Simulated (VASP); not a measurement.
Set up this calculation in VASP 6.6.1, as the native input.

- Task: relaxation of cell and atoms
- Functional: PBE
- Potentials or basis: VASP PAW PBE potentials, release 64 (Ta_pv, K_sv, O)
- Cutoff: 600 eV
- k mesh: 6 × 6 × 6
- Occupations: gaussian, width 0.02 eV
- Spin: no spin polarisation
- Ladder: gaps
- Further INCAR settings: ALGO = Normal; EDIFF = 1e-07; IBRION = 2; EDIFFG = -0.02; NSW = 40; ISIF = 3

The structure of KTaO3 lies in POSCAR:

```
KTaO3
1.0
    3.9883000000      0.0000000000      0.0000000000
    0.0000000000      3.9883000000      0.0000000000
    0.0000000000      0.0000000000      3.9883000000
Ta K O
1 1 3
Direct
    0.0000000000      0.0000000000      0.0000000000
    0.5000000000      0.5000000000      0.5000000000
    0.0000000000      0.0000000000      0.5000000000
    0.0000000000      0.5000000000      0.0000000000
    0.5000000000      0.0000000000      0.0000000000
```

The input as run:

INCAR

```
PREC = Accurate ; ENCUT = 600
EDIFF = 1E-7 ; ISMEAR = 0
SIGMA = 0.02 ; LREAL = F
LASPH = T ; NELM = 80
ALGO = Normal ; ISIF = 3
LWAVE = F ; LCHARG = F
GGA = PE ; IBRION = 2
NSW = 40 ; EDIFFG = -0.02
KPAR = 2
```

KPOINTS

```
Automatic mesh
0
Gamma
  6 6 6
```

Potentials or basis: VASP PAW PBE potentials, release 64 (Ta_pv, K_sv, O).

Command:

```bash
$ cat potpaw_PBE.64/Ta_pv/POTCAR potpaw_PBE.64/K_sv/POTCAR potpaw_PBE.64/O/POTCAR > POTCAR
$ mpirun -np 2 vasp_std > vasp.out
```

Results of the run:

```yaml
Relaxed_volume: 13.07 Å³/atom
Relaxed_cell: a = 4.028 Å, b = 4.028 Å, c = 4.028 Å, α = 90.00°, β = 90.00°, γ = 90.00°
Space_group_after_relaxing_to_0.05_Å: Pm-3m (No. 221)
Energy_gained_by_relaxing: 6.8 meV/atom
Ionic_steps: 3
Pressure_after_relaxing: 0.0 GPa
Band_gap_on_the_k_mesh: 2.11 eV, indirect (least direct gap 2.74 eV)
```

Caveat: spin-orbit coupling is left out, which moves the levels of the heavy elements.

Wall time 71 s on 2 MPI ranks on Intel(R) Xeon(R) Platinum 8375C CPU @ 2.90GHz (Ice Lake) (shared host), peak memory 0.2 GiB a rank.
